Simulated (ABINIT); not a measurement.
# InP (F-43m) in ABINIT: a series of runs

Runs on InP. Level: PBE. Tasks: single point, relaxation of cell and atoms.

Everything below comes from runs of ABINIT 10.8.3 (patched build). Logs are shortened: lines on timing, memory, paths and dates and some standing lists are left out, and cuts for length are marked. The log counts tension as positive stress, the text compression.

**What was measured.**

A printed reference work, data compilation reports, for a bulk crystal of InP at 1.6 K: band gap 1.4236 eV (direct).

The runs below are set against these values where they give the same quantity.

## (1) The crystal as given

The structure is cubic, space group F-43m (No. 216). The conventional cell has a = 5.861 Å, b = 5.861 Å, c = 5.861 Å, α = 90.00°, β = 90.00°, γ = 90.00°. Around In (site symmetry -43m) lie 4 P at 2.54 Å. P (site symmetry -43m) has 4 In at 2.54 Å as nearest neighbours.

## (2) Single point, PBE

Contents of run.abi:

```
pp_dirpath "./"
pseudos "In.upf, P.upf"

acell 3*1.0 Angstrom
rprim
     0.0000000000     2.9305000000     2.9305000000
     2.9305000000     0.0000000000     2.9305000000
     2.9305000000     2.9305000000     0.0000000000
ntypat 2
znucl 49 15
natom 2
typat 1 2
xred
     0.0000000000     0.0000000000     0.0000000000
     0.7500000000     0.7500000000     0.7500000000

ecut 31.0

kptopt 1
ngkpt 6 6 6
nshiftk 1
shiftk 0.0 0.0 0.0

ixc 11

nband 13
occopt 3
tsmear 0.05 eV

nstep 100
tolvrs 1.0e-10

iomode 3
prtwf 0
prtden 0
prteig 0
prtebands 0
enunit 2
```

Potentials or basis: PseudoDojo NC SR PBE v0.4.1 standard.

Launch:

```
mpirun --bind-to none -np 4 abinit run.abi > log 2>&1
```

run.abo:

```text
.Version 10.8.3 of ABINIT
 Symmetries : space group F-4 3 m (#216); Bravais cF (face-center cubic)
================================================================================
 Values of the parameters that define the memory need of the present run
     intxc =       0    ionmov =       0      iscf =       7    lmnmax =       6
     lnmax =       6     mgfft =      40  mpssoang =       3    mqgrid =    3001
     natom =       2  nloc_mem =       1    nspden =       1   nspinor =       1
    nsppol =       1      nsym =      24    n1xccc =    2501    ntypat =       2
    occopt =       3   xclevel =       2
       mpw =        2822          nfft =       64000          nkpt =          16
================================================================================
================================================================================

--------------------------------------------------------------------------------
------------- Echo of variables that govern the present computation ------------
--------------------------------------------------------------------------------
 -outvars: echo values of preprocessed input variables --------
            acell      1.8897261259E+00  1.8897261259E+00  1.8897261259E+00 Bohr
              amu      1.14820000E+02  3.09737620E+01
             ecut      3.10000000E+01 Hartree
           enunit           2
              ixc          11
         kptrlatt        6    0    0      0    6    0      0    0    6
          kptrlen      4.69901511E+01
            natom           2
            nband          13
            ngfft          40      40      40
             nkpt          16
            nstep         100
             nsym          24
           ntypat           2
           occopt           3
           prtden           0
        prtebands           0
           prteig           0
            prtwf           0
            rprim      0.0000000000E+00  2.9305000000E+00  2.9305000000E+00
                       2.9305000000E+00  0.0000000000E+00  2.9305000000E+00
                       2.9305000000E+00  2.9305000000E+00  0.0000000000E+00
          spgroup         216
           tolvrs      1.00000000E-10
           tsmear      1.83746611E-03 Hartree
            typat      1  2
           xangst      0.0000000000E+00  0.0000000000E+00  0.0000000000E+00
                       4.3957500000E+00  4.3957500000E+00  4.3957500000E+00
            xcart      0.0000000000E+00  0.0000000000E+00  0.0000000000E+00
                       8.3067636180E+00  8.3067636180E+00  8.3067636180E+00
             xred      0.0000000000E+00  0.0000000000E+00  0.0000000000E+00
                       7.5000000000E-01  7.5000000000E-01  7.5000000000E-01
            znucl       49.00000   15.00000

================================================================================

 chkinp: Checking input parameters for consistency.

================================================================================
== DATASET  1 ==================================================================

--- !DatasetInfo
iteration_state: {dtset: 1, }
dimensions: {natom: 2, nkpt: 16, mband: 13, nsppol: 1, nspinor: 1, nspden: 1, mpw: 2822, }
cutoff_energies: {ecut:  31.0, pawecutdg:  -1.0, }
electrons: {nelect:   1.80000000E+01, charge:   0.00000000E+00, occopt:   3.00000000E+00, tsmear:   1.83746611E-03, }
meta: {optdriver: 0, ionmov: 0, optcell: 0, iscf: 7, paral_kgb: 0, }
...

 Exchange-correlation functional for the present dataset will be:
  GGA: Perdew-Burke-Ernzerhof functional - ixc=11
  J.P.Perdew, K.Burke, M.Ernzerhof, PRL 77, 3865 (1996)

 Real(R)+Recip(G) space primitive vectors, cartesian coordinates (Bohr,Bohr^-1):
 R(1)=  0.0000000  5.5378424  5.5378424  G(1)= -0.0902879  0.0902879  0.0902879
 R(2)=  5.5378424  0.0000000  5.5378424  G(2)=  0.0902879 -0.0902879  0.0902879
 R(3)=  5.5378424  5.5378424  0.0000000  G(3)=  0.0902879  0.0902879 -0.0902879
 Unit cell volume ucvol=  3.3966576E+02 bohr^3
 Angles (23,13,12)=  6.00000000E+01  6.00000000E+01  6.00000000E+01 degrees

 getcut: wavevector=  0.0000  0.0000  0.0000  ngfft=  40  40  40
         ecut(hartree)=     31.000   => boxcut(ratio)=   2.03779

--- Pseudopotential description ------------------------------------------------
- pspini: atom type   1  psp file is ./In.upf
12 -101130 2 -1 1964                          pspcod,pspxc,lmax,lloc,mmax
     nproj     2     2     2

- pspini: atom type   2  psp file is ./P.upf
12 -101130 2 -1 1298                          pspcod,pspxc,lmax,lloc,mmax
     nproj     2     2     2

   6.00945385E+02                                ecore*ucvol(ha*bohr**3)
--------------------------------------------------------------------------------

================================================================================

--- !BeginCycle
iteration_state: {dtset: 1, }
solver: {iscf: 7, nstep: 100, nline: 4, wfoptalg: 0, }
tolerances: {tolvrs: 1.00E-10, }
...

     iter   Etot(hartree)      deltaE(h)  residm     vres2
 ETOT  1  -72.681386373043    -7.268E+01 5.503E-01 2.577E+02
 ETOT  2  -73.370868986971    -6.895E-01 6.796E-03 1.247E+02
 ETOT  3  -73.391946776726    -2.108E-02 4.818E-03 6.567E+00
 ETOT  4  -73.392890545665    -9.438E-04 2.052E-03 2.788E-01
 ETOT  5  -73.392920478302    -2.993E-05 7.339E-04 3.165E-02
 ETOT  6  -73.392923931485    -3.453E-06 3.266E-04 9.965E-03
 ETOT  7  -73.392925739217    -1.808E-06 1.118E-04 2.850E-05
 ETOT  8  -73.392925747496    -8.278E-09 4.490E-05 3.599E-07
 ETOT  9  -73.392925747676    -1.807E-10 5.100E-05 6.482E-08
 ETOT 10  -73.392925747697    -2.021E-11 2.366E-05 1.727E-09
 ETOT 11  -73.392925747698    -9.521E-13 5.293E-05 1.030E-10
 ETOT 12  -73.392925747694     3.368E-12 2.372E-05 1.369E-11

 At SCF step   12       vres2   =  1.37E-11 < tolvrs=  1.00E-10 =>converged.

 Cartesian components of stress tensor (hartree/bohr^3)
  sigma(1 1)= -9.68086967E-05  sigma(3 2)=  0.00000000E+00
  sigma(2 2)= -9.68086967E-05  sigma(3 1)=  0.00000000E+00
  sigma(3 3)= -9.68086967E-05  sigma(2 1)=  0.00000000E+00

--- !ResultsGS
iteration_state: {dtset: 1, }
comment   : Summary of ground state results
lattice_vectors:
- [  0.0000000,   5.5378424,   5.5378424, ]
- [  5.5378424,   0.0000000,   5.5378424, ]
- [  5.5378424,   5.5378424,   0.0000000, ]
lattice_lengths: [   7.83169,    7.83169,    7.83169, ]
lattice_angles: [ 60.000,  60.000,  60.000, ] # degrees, (23, 13, 12)
lattice_volume:   3.3966576E+02
convergence: {deltae:  3.368E-12, res2:  1.369E-11, residm:  2.372E-05, diffor: null, }
etotal    :  -7.33929257E+01
entropy   :   0.00000000E+00
fermie    :   1.78459636E-01
cartesian_stress_tensor: # hartree/bohr^3
- [ -9.68086967E-05,   0.00000000E+00,   0.00000000E+00, ]
- [  0.00000000E+00,  -9.68086967E-05,   0.00000000E+00, ]
- [  0.00000000E+00,   0.00000000E+00,  -9.68086967E-05, ]
pressure_GPa:   2.8482E+00
xred      :
- [  0.0000E+00,   0.0000E+00,   0.0000E+00, In]
- [  7.5000E-01,   7.5000E-01,   7.5000E-01,  P]
cartesian_forces: # hartree/bohr
- [  6.07783010E-30,   6.07783010E-30,  -1.82334903E-29, ]
- [ -6.07783010E-30,  -6.07783010E-30,   1.82334903E-29, ]
force_length_stats: {min:   2.01578820E-29, max:   2.01578820E-29, mean:   2.01578820E-29, }
...

 Integrated electronic density in atomic spheres:
 ------------------------------------------------
 Atom  Sphere_radius  Integrated_density
    1        2.00000          9.92062556
    2        2.00000          2.78261810
================================================================================

 ----iterations are completed or convergence reached----

 Mean square residual over all n,k,spin=   14.382E-08; max=  23.723E-06
 reduced coordinates (array xred) for    2 atoms
       0.000000000000      0.000000000000      0.000000000000
       0.750000000000      0.750000000000      0.750000000000
 rms dE/dt=  9.5199E-29; max dE/dt=  1.3463E-28; dE/dt below (all hartree)
    1       0.000000000000      0.000000000000      0.000000000000
    2      -0.000000000000     -0.000000000000      0.000000000000

 cartesian coordinates (angstrom) at end:
    1      0.00000000000000     0.00000000000000     0.00000000000000
    2      4.39575000000000     4.39575000000000     4.39575000000000

 cartesian forces (hartree/bohr) at end:
    1      0.00000000000000     0.00000000000000    -0.00000000000000
    2     -0.00000000000000    -0.00000000000000     0.00000000000000
 frms,max,avg= 1.1638159E-29 1.8233490E-29   0.000E+00  0.000E+00  0.000E+00 h/b

 cartesian forces (eV/Angstrom) at end:
    1      0.00000000000000     0.00000000000000    -0.00000000000000
    2     -0.00000000000000    -0.00000000000000     0.00000000000000
 frms,max,avg= 5.9845818E-28 9.3760377E-28   0.000E+00  0.000E+00  0.000E+00 e/A
 length scales=  1.889726125908  1.889726125908  1.889726125908 bohr
              =  1.000000000000  1.000000000000  1.000000000000 angstroms
 Fermi (or HOMO) energy (hartree) =   0.17846   Average Vxc (hartree)=  -0.34602
 Eigenvalues (hartree) for nkpt=  16  k points:
 kpt#   1, nband= 13, wtk=  0.00463, kpt=  0.0000  0.0000  0.0000 (reduced coord)
  -0.35918   -0.35918   -0.35918   -0.35371   -0.35371   -0.25890    0.16440    0.16440
   0.16440    0.19047    0.31464    0.31464    0.31464
      occupation numbers for kpt#   1
   2.00000    2.00000    2.00000    2.00000    2.00000    2.00000    1.99905    1.99905
   1.99905    0.00289    0.00000    0.00000    0.00000
 prteigrs : prtvol=0 or 1, do not print more k-points.

 Fermi (or HOMO) energy (eV) =   4.85613   Average Vxc (eV)=  -9.41561
 Eigenvalues (   eV  ) for nkpt=  16  k points:
 kpt#   1, nband= 13, wtk=  0.00463, kpt=  0.0000  0.0000  0.0000 (reduced coord)
  -9.77367   -9.77367   -9.77367   -9.62497   -9.62497   -7.04495    4.47363    4.47363
   4.47363    5.18302    8.56184    8.56184    8.56184
 prteigrs : prtvol=0 or 1, do not print more k-points.

--- !EnergyTerms
iteration_state     : {dtset: 1, }
comment             : Components of total free energy in Hartree
kinetic             :  4.44208266222932E+01
hartree             :  1.84137492028000E+01
xc                  : -2.21161464857693E+01
Ewald energy        : -4.48602020677458E+01
psp_core            :  1.76922565987534E+00
local_psp           : -5.72045034291890E+01
non_local_psp       : -1.38158748498849E+01
internal            : -7.33929253476205E+01
'-kT*entropy'       : -4.00073692082509E-07
total_energy        : -7.33929257476942E+01
total_energy_eV     : -1.99712325024311E+03
band_energy         : -3.60621917119021E+00
...

 Cartesian components of stress tensor (hartree/bohr^3)
  sigma(1 1)= -9.68086967E-05  sigma(3 2)=  0.00000000E+00
  sigma(2 2)= -9.68086967E-05  sigma(3 1)=  0.00000000E+00
  sigma(3 3)= -9.68086967E-05  sigma(2 1)=  0.00000000E+00

-Cartesian components of stress tensor (GPa)         [Pressure=  2.8482E+00 GPa]
- sigma(1 1)= -2.84821019E+00  sigma(3 2)=  0.00000000E+00
- sigma(2 2)= -2.84821019E+00  sigma(3 1)=  0.00000000E+00
- sigma(3 3)= -2.84821019E+00  sigma(2 1)=  0.00000000E+00

== END DATASET(S) ==============================================================
================================================================================

 -outvars: echo values of variables after computation  --------
            acell      1.8897261259E+00  1.8897261259E+00  1.8897261259E+00 Bohr
           etotal     -7.3392925748E+01
            fcart      6.0778300980E-30  6.0778300980E-30 -1.8233490294E-29
                      -6.0778300980E-30 -6.0778300980E-30  1.8233490294E-29
            rprim      0.0000000000E+00  2.9305000000E+00  2.9305000000E+00
                       2.9305000000E+00  0.0000000000E+00  2.9305000000E+00
                       2.9305000000E+00  2.9305000000E+00  0.0000000000E+00
           strten     -9.6808696719E-05 -9.6808696719E-05 -9.6808696719E-05
                       0.0000000000E+00  0.0000000000E+00  0.0000000000E+00
           xangst      0.0000000000E+00  0.0000000000E+00  0.0000000000E+00
                       4.3957500000E+00  4.3957500000E+00  4.3957500000E+00
             xred      0.0000000000E+00  0.0000000000E+00  0.0000000000E+00
                       7.5000000000E-01  7.5000000000E-01  7.5000000000E-01
 Calculation completed.
```

Run time: 4.7 s. Hardware: 4 MPI ranks of Intel Xeon 6975P-C (Granite Rapids), shared host; peak memory 0.28 GiB.

What came out:

| Quantity | Value |
| --- | --- |
| Free energy | -1997.1233 eV |
| Band gap on the k mesh | 0.71 eV, direct |
| Valence electrons inside the program's atomic spheres | In 9.92; P 2.78 |

Levels at points of the mesh, in eV from the valence-band top:
```tsv
k point	band 5	band 6	band 7	band 8	band 9	band 10	band 11	band 12	band 13
(0.00, 0.00, 0.00)	-14.10	-11.52	0.00	0.00	0.00	0.71	4.09	4.09	4.09
(0.50, 0.00, 0.00)	-14.09	-9.80	-5.73	-0.97	-0.97	1.50	4.80	4.80	7.12
(0.50, 0.50, 0.00)	-14.06	-9.15	-5.75	-2.32	-2.32	1.76	2.26	9.24	9.58
```

Caveat: the cutoff is too short for stress, so the log's stress isn't used; spin-orbit coupling is left out, which moves the levels of the heavy elements.

(Part 1 of 2 ends here.)
